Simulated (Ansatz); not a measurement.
# Eu in Ansatz: the effect of target pressure

The system is Eu.

```
CELL_PARAMETERS angstrom
-2.30300 2.30300 2.30300
2.30300 -2.30300 2.30300
2.30300 2.30300 -2.30300
ATOMIC_POSITIONS crystal
Eu 0.00000 0.00000 0.00000
```

Alike in all runs:

- Program: Ansatz 0.2.0
- Task: relaxation of cell and atoms
- Functional: r2SCAN
- Potentials or basis: Ansatz PAW
- Cutoff: 500 eV (not typed: the program's choice for these potentials)
- k mesh: 8 × 8 × 8
- Occupations: fermi-dirac, width 0.05 eV
- Spin: collinear spin, ferromagnetic start
- Starting moments: [7.0] μB

Each run relaxes the cell or the atoms first.

| target pressure | relaxed volume (Å³/atom) | moment (μB) |
| --- | --- | --- |
| 0 GPa | 44.11 | 7.82 |
| 2 GPa | 38.91 | 7.93 |
| 5 GPa | 34.09 | 7.85 |
| 10 GPa | 29.04 | 7.91 |
| 20 GPa | 23.63 | 7.53 |
| 30 GPa | ? | ? |

**Question.** What does the run with target pressure 30 GPa give?

**Answer.** Relaxed volume 20.97 Å³/atom; moment 7.56 μB.

Worked out: In Murnaghan's law V^(-B') rises as a straight line in P. The other rows fit best with B' = 2.4, V0 = 44.17 Å³/atom and B0 = 14 GPa, which gives 20.62 Å³/atom at 30 GPa, against the run's 20.97. A parabola through the other rows of the moment, of slope -0.095 μB per GPa there, extrapolates to 6.78 μB, against the run's 7.56. The fit is too stiff a form for this range.

Caveats: the magnetic or orbital state may not be the lowest; the plane-wave basis is chosen anew once the cell has moved, so the energies of steps on either side of that aren't comparable; the PAW data sets come from PBE, with cores solved anew for the run's functional, which leaves a small shift of forces and pressure; the volume moved by over 15 % at a fixed basis, so the end points are rough (some runs).

Runs at the PBE level aren't shown here.
